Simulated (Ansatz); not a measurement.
Trial structure of MgS, not yet relaxed:

```
Mg S
1.0
     2.95330    0.00000    0.00000
    -1.47665    2.55763    0.00000
     0.00000    0.00000    6.08542
Mg S
1 1
Direct
  0.00000 0.00000 0.00000
  0.00000 0.00000 0.50000
```

Level of theory: DFT PBE, scalar-relativistic, plane waves, PAW in Ansatz 0.2.0. Cutoff 420 eV; k points 6×6×4 on the computed 2-atom cell (Γ-centred); Gaussian smearing, width 0.10 eV; no spin polarisation.

The zero of energy is the elements' standard structures at the same level; no fitted shifts are applied.

Question: How far from equilibrium is it?

Answer: The pressure is -3.4 GPa (the mean over three directions, positive in compression), the largest force is 0.00 eV/Å (symmetry fixes the atoms), and the energy is +0.43 eV/atom against the elements. The shortest distance is 2.95 Å.

Question: How much does it gain on relaxing, and where does it end?

Answer: Relaxing gains about 0.82 eV/atom in 37 ionic steps and ends at −0.392 eV/atom on the finer mesh. The symmetry stays P6/mmm (No. 191). The volume per atom grows by 232.2 %, from 23.0 to 76.4 Å³. The shortest distance goes from 2.95 Å (Mg–Mg and S–S) to 2.23 Å (Mg–S). The ratio c/a of the conventional cell changes by a factor of 0.34. Conventional cell: a = 6.291 Å, c = 4.455 Å. Around Mg lie 2 S at 2.23 Å; S is surrounded by 2 Mg at 2.23 Å.

The last run used a 6×6×6 mesh for its 2-atom cell and Gaussian smearing of 0.02 eV. No dispersion correction is applied, so the spacing and binding between layers, chains or molecules are poorly described. The reference form of S is held partly by dispersion forces, which this level lacks. The relaxation can't lower the symmetry of the start. Symmetry constrained the relaxation, so the result can be a saddle point. Another cell of MgS relaxed alike, in Fm-3m (a cell as deposited in COD), lies 1.05 eV/atom lower, so this cell isn't the stable form at this level.
